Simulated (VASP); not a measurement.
A run of VASP 6.6.1 is set up as follows.

The input INCAR:

```
SYSTEM = Ag
PREC = Accurate
ENCUT = 520
EDIFF = 1E-6
ISMEAR = 1
SIGMA = 0.1
LREAL = .FALSE.
LASPH = .TRUE.
NELM = 80
ALGO = Fast
ISIF = 2
LWAVE = .FALSE.
LCHARG = .FALSE.
LDIPOL = .TRUE.
IDIPOL = 3
DIPOL = 0.5 0.5 0.500
NBANDS = 42
LVHAR = .TRUE.
LVACPOTAV = .TRUE.
ICORELEVEL = 1
KPAR = 2
```

Contents of KPOINTS:

```
Automatic mesh
0
G
  15 15 1
  0 0 0
```

File POSCAR:

```
Ag                                      
1.0
    2.8300959000      0.0000000000      0.0000000000
   -1.4150479500      2.4509349400      0.0000000000
    0.0000000000      0.0000000000     26.5538181200
  Ag            
     6
Direct
     0.6666666699999979    0.3333333300000021    0.2826114289132711
     0.3333333300000021    0.6666666699999979    0.3693158929936946
     0.0000000000000000    0.0000000000000000    0.4562111230295499
     0.6666666699999979    0.3333333300000021    0.5437888769704502
     0.3333333300000021    0.6666666699999979    0.6306841070063054
     0.0000000000000000    0.0000000000000000    0.7173885710867288
```

Potentials or basis: VASP PAW LDA potentials, release 64 (Ag).

Command:

```sh
$ cat potpaw_LDA.64/Ag/POTCAR > POTCAR
$ mpirun -np 2 vasp_std > vasp.out
```

(1) What does it give for the work function of the upper face?

(2) Predict the largest force.

(3) Estimate the work function of the lower face.

(4) What does it give for the band gap on the k mesh?

Answers

(1) 4.91 eV.

(2) 0.014 eV/Å.

(3) 4.91 eV.

(4) none (metal or under the smearing width).
